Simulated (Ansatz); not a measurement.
# Tantalum, dhcp under revPBE: ground state and equation of state, part 1 of 2

Aim: take tantalum in the dhcp structure, relax it, solve it on a dense k-mesh, then scale the cell to 7 volumes from 88 to 112 % of the relaxed one and try a fit of the equation of state. Spin polarisation is left out. The k-meshes are 12×12×4 for the relaxation; 16×16×4 for the dense run; 14×14×4 for the volumes.

Method: DFT revPBE, plane waves (420 eV) with PAW, scalar-relativistic; PAW files made under PBE, frozen cores solved again for the functional, in Ansatz 0.2.0.

## Step 1: The structure to begin with

It takes space group P6_3/mmc (No. 194, hexagonal). The conventional cell has a = 2.945 Å, b = 2.945 Å, c = 9.619 Å, α = 90.00°, β = 90.00°, γ = 120.00°. Ta (site symmetry -3m) has 12 Ta at 2.95 Å as nearest neighbours. Ta (site symmetry -6m2) is surrounded by 12 Ta at 2.95 Å.

Structure file:

```
CELL_PARAMETERS angstrom
2.94513 0.00000 0.00000
-1.47256 2.55056 0.00000
0.00000 0.00000 9.61879
ATOMIC_POSITIONS crystal
Ta 0.00000 0.00000 0.00000
Ta 0.00000 0.00000 0.50000
Ta 0.33333 0.66667 0.25000
Ta 0.66667 0.33333 0.75000
```

## Step 2: Geometry optimisation

The input, input.yaml:

```yaml
crystal:
  lattice:
    - [2.9451288715, 0.0, 0.0]
    - [-1.4725644358, 2.5505564202, 0.0]
    - [0.0, 0.0, 9.6187908944]
  atoms:
    - { symbol: Ta, position: [0.0, 0.0, 0.0] }
    - { symbol: Ta, position: [0.0, 0.0, 0.5] }
    - { symbol: Ta, position: [0.3333333333, 0.6666666667, 0.25] }
    - { symbol: Ta, position: [0.6666666667, 0.3333333333, 0.75] }
hamiltonian:
  xc: revpbe
  pseudopotentials:
    kind: paw
    azcp:
      Ta: "pseudopotentials/Ta.paw.azcp"
basis:
  ecutwfc: 420
  fft_grid_basis: typed
kpoints:
  mp_grid: { grid: [12, 12, 4], shift: [0, 0, 0] }
magnetization:
  spin_polarized: false
scf:
  occupations: { method: fermi_dirac, width: 0.1 }
relax:
  max_steps: 60
  f_tol: 0.01
  cell: {}
```

The program printed, cut to the lines that bear on the results:

```text
Warning: RAYON_NUM_THREADS=2 ignored (pool sized by the plan → 2); use --threads N
[...]
Pseudopotentials: kind: paw
Pseudopotential: Ta, paw, valence charge 13, recommended cutoff 420 eV (normal), <dir>
Functional definition: revPBE
[...]
Crystal: 4 atoms, lattice volume = 72.254 Å³
Basis set: ecut = 420 eV, 1389 PW (Γ), exchange–correlation on 40×40×144 points (8 copies of the dense FFT grid, shifted against one another)
Bands: 32, of which v1, the nominal top of the filled ones, is band 26 counted from 1 (25 counted from 0)
Symmetry: 24 space group operations
Space group: P63/mmc (ITA 194), of the structure as read, at distance tolerance 4.2e-5 Å
k-points: 57 of 576
[...]
SCF iter   1: F=—  HF=-39763.687796 eV  |F-HF|=—  |Δ(HF+E_count)|=         —  Δρ=5.37e-3  dr2=3.87e-2  ethr=1.77e-3  ⟨swp⟩=5.3  Hψ=15621  notcnv=0  defer=33
[...]
relax step   1: F+E_penalty+E_count = -39763.68457551 eV  Δ(F+E_penalty+E_count) = +0.000e0 eV  max|allowed force component| = 5.320e-17 eV/Å  Δτ_max = 0.0000 Å  P = +10.792 GPa  Ω = 72.254 Å³  (6 SCF iters, dr2 threshold 1.00e-7 eV, accepted)
[...]
relax step   3: F+E_penalty+E_count = -39763.82963573 eV  Δ(F+E_penalty+E_count) = -1.280e-1 eV  max|allowed force component| = 4.163e-17 eV/Å  Δτ_max = 0.0000 Å  P = -0.964 GPa  Ω = 76.533 Å³  energy of the carried Pulay correction = -1.738e-3 eV  (6 SCF iters, dr2 threshold 4.00e-7 eV, accepted)
[...]
SCF converged after 7 iterations
Free energy (F): -39763.840460 eV
[...]
E sigma→0 (E₀):  -39763.762924 eV
Entropy (-TS):   -0.155071 eV (-38.768 meV/atom)
Fermi energy:    17.974673 eV
[...]
--- Forces (eV/Å), atoms counted from 1 ---
  atom   1  Ta     0.00000000     0.00000000    -0.00000000
  atom   2  Ta     0.00000000     0.00000000     0.00000000
  atom   3  Ta    -0.00000000    -0.00000000     0.00000000
  atom   4  Ta     0.00000000     0.00000000     0.00000000
[...]
--- Stress (GPa, compression-positive) ---
        0.001837       0.000000       0.000000
        0.000000       0.001837       0.000000
        0.000000       0.000000       0.002392
  P = ⅓ Tr σ = 0.0020 GPa (0.020 kbar)
--- Relaxed structure (7 steps of the walk, 7 accepted, 2 SCFs on fresh bases) ---
  F+E_penalty+E_count = -39763.84045981 eV   max|allowed force component| = 1.735e-17 eV/Å   (the final SCF, on the basis selected at the relaxed cell)
  cell:  # Å, volume = 76.1354 Å³
    - [2.9540257756049293, 2.8954889697319715e-11, 0.0]
    - [-1.47701288782754, 2.5582613650934207, 0.0]
    - [0.0, 0.0, 10.074590566306606]
  atoms:
    - { symbol: Ta, position: [-8.452492445845804e-35, -6.883053501232766e-35, -3.337096393803681e-36] }
    - { symbol: Ta, position: [-1.5577649451590238e-34, -1.0813417771708025e-34, 0.49999999999999994] }
    - { symbol: Ta, position: [0.33333333333333326, 0.6666666666666667, 0.24999999999999997] }
    - { symbol: Ta, position: [0.6666666666666667, 0.3333333333333333, 0.7499999999999999] }
```

It took 31 s on 2 threads of an Arm CPU, shared host; peak memory 0.42 GiB.

Relaxation path:

| step | energy change (meV/atom) | largest force (eV/Å) | pressure (GPa) | volume (Å³/atom) |
| --- | --- | --- | --- | --- |
| 1 | 0.00 | 0.0000 | 10.79 | 18.063 |
| 2 | -4.26 | 0.0000 | -9.10 | 20.092 |
| 3 | -36.27 | 0.0000 | -0.96 | 19.133 |
| 4 | -37.66 | 0.0000 | 0.15 | 19.017 |
| 5 | -38.36 | 0.0000 | -0.05 | 19.036 |
| 6 | -38.42 | 0.0000 | 0.00 | 19.031 |
| 7 | -38.97 | 0.0000 | 0.03 | 19.031 |
| 8 | -38.97 | 0.0000 | 0.00 | 19.034 |
| 9 | -38.97 | 0.0000 | 0.00 | 19.034 |

Steps that repeat a cell are solved on a basis chosen anew, so their changes of energy are no gain of the relaxation.

Changes in the cell that was computed:

|  | before | after | change |
| --- | --- | --- | --- |
| a (Å) | 2.945 | 2.954 | +0.3 % |
| b (Å) | 2.945 | 2.954 | +0.3 % |
| c (Å) | 9.619 | 10.075 | +4.7 % |
| volume (Å³/atom) | 18.063 | 19.034 | +5.4 % |
| shortest distance (Å) | 2.945 | 2.954 | +0.3 % |
| space group (spins left aside) | P6_3/mmc | P6_3/mmc | same |

## Step 3: Dense single point

The input, input.yaml:

```yaml
crystal:
  lattice:
    - [2.9540257756, 0.0, 0.0]
    - [-1.4770128878, 2.5582613651, 0.0]
    - [0.0, 0.0, 10.0745905663]
  atoms:
    - { symbol: Ta, position: [1.0, 1.0, 1.0] }
    - { symbol: Ta, position: [1.0, 1.0, 0.5] }
    - { symbol: Ta, position: [0.3333333333, 0.6666666667, 0.25] }
    - { symbol: Ta, position: [0.6666666667, 0.3333333333, 0.75] }
hamiltonian:
  xc: revpbe
  pseudopotentials:
    kind: paw
    azcp:
      Ta: "pseudopotentials/Ta.paw.azcp"
basis:
  ecutwfc: 420
  fft_grid_basis: typed
kpoints:
  mp_grid: { grid: [16, 16, 4], shift: [0, 0, 0] }
magnetization:
  spin_polarized: false
scf:
  occupations: { method: fermi_dirac, width: 0.1 }
```

The program printed, cut to the lines that bear on the results:

```text
Warning: RAYON_NUM_THREADS=2 ignored (pool sized by the plan → 2); use --threads N
[...]
[... 3 set-up lines as earlier in the session ...]
[...]
Crystal: 4 atoms, lattice volume = 76.135 Å³
Basis set: ecut = 420 eV, 1461 PW (Γ)
Bands: 32, of which v1, the nominal top of the filled ones, is band 26 counted from 1 (25 counted from 0)
[... 2 set-up lines as earlier in the session ...]
k-points: 90 of 1024
[...]
SCF iter   1: F=—  HF=-39763.843338 eV  |F-HF|=—  |Δ(HF+E_count)|=         —  Δρ=5.55e-3  dr2=5.82e-2  ethr=1.77e-3  ⟨swp⟩=4.2  Hψ=11319  notcnv=0
[...]
SCF iter   6: F=-39763.839064 eV  HF=-39763.839064 eV  |F-HF|=1.64e-9  |Δ(HF+E_count)|=   1.29e-8  Δρ=2.86e-6  dr2=5.95e-9  ethr=1.92e-10  ⟨swp⟩=2.0  Hψ=5568  notcnv=0
[...]
SCF converged after 6 iterations
Free energy (F): -39763.839064 eV
[...]
E sigma→0 (E₀):  -39763.762316 eV
Entropy (-TS):   -0.153494 eV (-38.374 meV/atom)
Fermi energy:    17.974720 eV
[...]
```

Wall time 4 s (2 threads of an Arm CPU, shared host); peak memory 0.41 GiB.

## Step 4: The cell scaled to 88 % of its volume

Changes to input.yaml since step 3:

```diff
@@ -2,5 +2,5 @@
   lattice:
-    - [2.9540257756, 0.0, 0.0]
-    - [-1.4770128878, 2.5582613651, 0.0]
-    - [0.0, 0.0, 10.0745905663]
+    - [2.8307955519, 0.0, 0.0]
+    - [-1.415397776, 2.4515408609, 0.0]
+    - [0.0, 0.0, 9.6543186582]
   atoms:
@@ -20,3 +20,3 @@
 kpoints:
-  mp_grid: { grid: [16, 16, 4], shift: [0, 0, 0] }
+  mp_grid: { grid: [14, 14, 4], shift: [0, 0, 0] }
 magnetization:
@@ -25 +25,8 @@
   occupations: { method: fermi_dirac, width: 0.1 }
+  lower_state_search: "off"
+output:
+  stress: true
+  write_density: true
+  write_potential: true
+  elf: true
+  volumetric_format: npy
```

The program printed:

```text
Warning: RAYON_NUM_THREADS=2 ignored (pool sized by the plan → 2); use --threads N
Engine: ansatz 0.2.0, aarch64-unknown-linux-gnu
[... 3 set-up lines as earlier in the session ...]
  parameter kappa = 1.245
  parameter beta = 0.06672455060314922
  exchange = pbe_x(kappa = kappa, mu = beta*pi^2/3)
  correlation = pbe_c(beta = beta)
Crystal: 4 atoms, lattice volume = 66.999 Å³
Basis set: ecut = 420 eV, 1317 PW (Γ)
Bands: 32, of which v1, the nominal top of the filled ones, is band 26 counted from 1 (25 counted from 0)
[... 1 set-up line as earlier in the session ...]
Space group: P63/mmc (ITA 194), of the structure as read, at distance tolerance 4.1e-5 Å
k-points: 72 of 784
Non-local potential: Ta, projectors of the file, l = 0: 3, l = 1: 2, l = 2: 2, l = 3: 1
PAW form: soft (Blöchl's): semilocal exchange-correlation on the pseudo side does not see the compensation charge
PAW frozen core: Ta, regenerated for the run's functional, and the local potential with it (the file was generated under x = pbe(κ = 0.804, μ = 0.2195149727645171), c = pbe(β = 0.06672455060314922))
PAW one-centre angular grid: Ta, 590 points (default); XC on 64 Gauss nodes
Initial density: superposition of atomic densities (neutral atoms: chi_scale 0, normalization atom), corrected by the library's trained network
Initial wavefunctions: pseudopotential atomic-orbital guess
Functional: x = revpbe(κ = 1.245, μ = 0.2195149727645171), c = pbe(β = 0.06672455060314922)
SCF iter   1: F=—  HF=-39763.069842 eV  |F-HF|=—  |Δ(HF+E_count)|=         —  Δρ=5.68e-3  dr2=3.82e-2  ethr=1.77e-3  ⟨swp⟩=4.4  Hψ=8922  notcnv=0
preconditioner: auto → Kerker (q_TF=auto, 2.615 Å⁻¹)  [metal: Δε(μ)=0.008 eV  Ē_g=4.330 eV  σ=0.100 eV  W_gap=0.02  n_scr=14 (ndim 8)  ℏωp=20.3 eV  f_vac=0.000  D(μ)=4.06/eV (n_scr^D=52)]
SCF iter   2: F=—  HF=-39763.065340 eV  |F-HF|=—  |Δ(HF+E_count)|=   4.50e-3  Δρ=2.83e-3  dr2=3.32e-3  ethr=7.35e-5  ⟨swp⟩=1.0  Hψ=2881  notcnv=0
SCF iter   3: F=—  HF=-39763.065080 eV  |F-HF|=—  |Δ(HF+E_count)|=   2.60e-4  Δρ=1.23e-3  dr2=7.40e-4  ethr=6.38e-6  ⟨swp⟩=1.2  Hψ=2471  notcnv=0
SCF iter   4: F=—  HF=-39763.064977 eV  |F-HF|=—  |Δ(HF+E_count)|=   1.03e-4  Δρ=1.62e-4  dr2=2.00e-5  ethr=1.42e-6  ⟨swp⟩=2.0  Hψ=2968  notcnv=0
SCF iter   5: F=—  HF=-39763.064975 eV  |F-HF|=—  |Δ(HF+E_count)|=   1.42e-6  Δρ=2.74e-5  dr2=9.30e-7  ethr=3.85e-8  ⟨swp⟩=2.4  Hψ=3003  notcnv=0
SCF iter   6: F=-39763.064975 eV  HF=-39763.064975 eV  |F-HF|=2.55e-9  |Δ(HF+E_count)|=   5.00e-8  Δρ=4.82e-6  dr2=1.08e-8  ethr=1.92e-10  ⟨swp⟩=9.8  Hψ=15242  notcnv=0
SCF 1 converged in 6 iterations: F = -39763.064975 eV  dr2 = 1.08e-8
SCF converged after 6 iterations
Free energy (F): -39763.064975 eV
Harris-Foulkes:  -39763.064975 eV  (|F-HF|=2.55e-9)
Internal energy: -39762.927159 eV  (E = F + TS)
E sigma→0 (E₀):  -39762.996067 eV
Entropy (-TS):   -0.137816 eV (-34.454 meV/atom)
Fermi energy:    20.748784 eV
--- Per-component energies (eV) ---
  E_band       = -323.260796
  E_kinetic    = 1478.880487
  E_local      = -2024.464609  (includes V_loc(G=0)·N_el)
  E_nonlocal   = 60.255786
  E_hartree    = 718.108227
  E_xc         = -879.527486
  E_vxc        = -822.291777  (∫ρ·V_xc dr)
  E_paw        = -33623.459090  (= ΣΔE_a)
  E_vpaw       = -451.857851  (= ΣTr[D̂ρ^β])
  E_aug_tail   = 0.000554  (compensation charges beyond the density's cutoff)
  E_ewald      = -5492.643943
  E_core_change = -0.077085  (= ΣΔE_core)
  E_smearing   = -0.137816  (= −TS)
  E_closure    = 0.000000  (closes the sum)
  Σ components = -39763.064975   (vs F -39763.064975, Δ=0.00e0)
--- Stress (GPa, compression-positive) ---
       29.642456      -0.000000       0.000000
        0.000000      29.642456       0.000000
        0.000000       0.000000      30.472462
  P = ⅓ Tr σ = 29.9191 GPa (299.191 kbar)
--- Band table (eV; the first three rows and the last of 72) ---
  k-point 0: bands = ["-46.6175", "-46.5884", "-46.4901", "-46.4603", "-13.8652", "-13.2593", "-13.1803", "-12.5750", "-12.5750", "-12.5344", "-12.5344", "-12.5172", "-12.4362", "-12.4362", "-12.3944", "-12.3944", "12.1263", "14.2598", "14.3005", "15.5234", "19.6627", "19.6662", "20.5362", "21.0535", "21.0535", "21.1670", "21.1670", "21.3774", "21.6403", "21.6403", "21.7936", "21.7936"]
  k-point 1: bands = ["-46.6140", "-46.5936", "-46.4847", "-46.4639", "-13.8179", "-13.4754", "-12.9559", "-12.5729", "-12.5703", "-12.5703", "-12.5422", "-12.5422", "-12.4282", "-12.4282", "-12.3993", "-12.3993", "12.2944", "13.4839", "14.9521", "15.4912", "19.8289", "19.8359", "20.4244", "21.0659", "21.0996", "21.0996", "21.1994", "21.1994", "21.5871", "21.5871", "21.7165", "21.7165"]
  k-point 2: bands = ["-46.6046", "-46.6046", "-46.4735", "-46.4735", "-13.6821", "-13.6821", "-12.7290", "-12.7290", "-12.5577", "-12.5577", "-12.5577", "-12.5577", "-12.4123", "-12.4123", "-12.4123", "-12.4123", "12.7733", "12.7733", "15.3421", "15.3421", "20.1432", "20.1432", "20.3927", "20.3927", "21.1949", "21.1949", "21.1949", "21.1949", "21.5815", "21.5815", "21.5815", "21.5815"]
  k-point 71: bands = ["-46.4570", "-46.4570", "-46.3582", "-46.3582", "-13.6404", "-13.6404", "-13.5150", "-13.5150", "-13.3997", "-13.3997", "-13.2392", "-13.2392", "-12.8901", "-12.8901", "-12.8041", "-12.8041", "17.3827", "17.3827", "18.0014", "18.0014", "18.5724", "18.5724", "18.7417", "18.7417", "20.1938", "20.1938", "20.2239", "20.2239", "22.3627", "22.3627", "23.6655", "23.6655"]
```

Wall time 5.3 s (2 threads of an Arm CPU, shared host); peak memory 0.39 GiB.

Density in a lattice plane of the grid's cell (edges 2.83 and 9.65 Å, at 0.000 of the third edge), which holds Ta.

Values in e/Å³, 12 rows by 6 columns:
```
1.75 0.90 0.31 0.26 0.31 0.90
0.31 0.30 0.32 0.36 0.32 0.30
0.33 0.38 0.83 1.51 0.83 0.38
0.31 0.30 0.32 0.36 0.32 0.30
1.80 0.95 0.31 0.26 0.31 0.95
3.33 4.11 0.82 0.33 0.82 4.11
1.80 0.95 0.31 0.26 0.31 0.95
0.31 0.30 0.32 0.36 0.32 0.30
0.33 0.38 0.83 1.51 0.83 0.38
0.31 0.30 0.32 0.36 0.32 0.30
1.75 0.90 0.31 0.26 0.31 0.90
3.10 4.15 0.85 0.34 0.85 4.15
```
Columns run along the first of these edges and rows up along the second, over one cell in 6 and 12 even steps from the bottom left corner. Atoms in the plane (fractional): Ta at (0.00, 0.00), Ta at (0.00, 0.50).

ELF in the same plane.

Values, 12 rows by 6 columns:
```
0.61 0.35 0.20 0.43 0.20 0.35
0.64 0.48 0.21 0.16 0.21 0.48
0.57 0.31 0.34 0.56 0.34 0.31
0.63 0.47 0.21 0.17 0.21 0.47
0.59 0.36 0.20 0.42 0.20 0.36
0.03 0.64 0.34 0.27 0.34 0.64
0.59 0.36 0.20 0.42 0.20 0.36
0.63 0.47 0.21 0.17 0.21 0.47
0.57 0.31 0.34 0.56 0.34 0.31
0.64 0.48 0.21 0.16 0.21 0.48
0.61 0.35 0.20 0.43 0.20 0.35
0.00 0.63 0.35 0.27 0.35 0.63
```
Columns run along the first of these edges and rows up along the second, over one cell in 6 and 12 even steps from the bottom left corner. Atoms in the plane (fractional): Ta at (0.00, 0.00), Ta at (0.00, 0.50).

Both are smooth fields of the valence electrons: close to the nuclei they are not physical.

The highest ELF values outside the cores: 0.67 between the atoms, 1.7 Å from Ta.

(Continued in part 2 of 2.)
